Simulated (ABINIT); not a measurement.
# MoS2: single point with r2SCAN

MoS2:

```
CELL_PARAMETERS angstrom
3.22746 0.00000 0.00000
-1.61373 2.79507 0.00000
0.00000 0.00000 6.31247
ATOMIC_POSITIONS crystal
Mo 0.00000 0.00000 0.50000
S 0.66667 0.33333 0.74468
S 0.33333 0.66667 0.25532
```

Measurements of this composition are mostly on another form, of space group No. 194.

```yaml
Program: ABINIT 10.8.3 (patched build)
Task: single point
Functional: r2SCAN
Potentials_or_basis: JTH PAW PBE v2.0
Cutoff: 653 eV
k_mesh: 7 × 7 × 3
Occupations: fermi-dirac, width 0.05 eV
Spin: no spin polarisation
```

- Pressure: 0.7 GPa
- Largest force: 0.120 eV/Å
- Band gap on the k mesh: none (metal or under the smearing width)
- Valence electrons inside the program's atomic spheres: Mo 11.23; S 3.58

Forces in eV/Å, atoms in the order of the input:
```
Mo   0.000  0.000  0.000
S    0.000  0.000  0.120
S    0.000  0.000 -0.120
```

Stress tensor (GPa, compression positive):
```
0.57 0.00 0.00
0.00 0.57 0.00
0.00 0.00 0.92
```

Levels at points of the mesh, in eV from the Fermi level:
```tsv
k point	band 9	band 10	band 11	band 12	band 13	band 14	band 15	band 16	band 17
(0.00, 0.00, 0.00)	-4.38	-2.12	-1.19	-1.13	-1.13	-0.52	-0.52	3.21	3.21
```

Wall time 100 s on 1 thread of Arm Neoverse V1, with other jobs on the host, peak memory 0.17 GiB.

Caveat: the PAW data sets were made with another functional, which shifts forces and pressure a little.
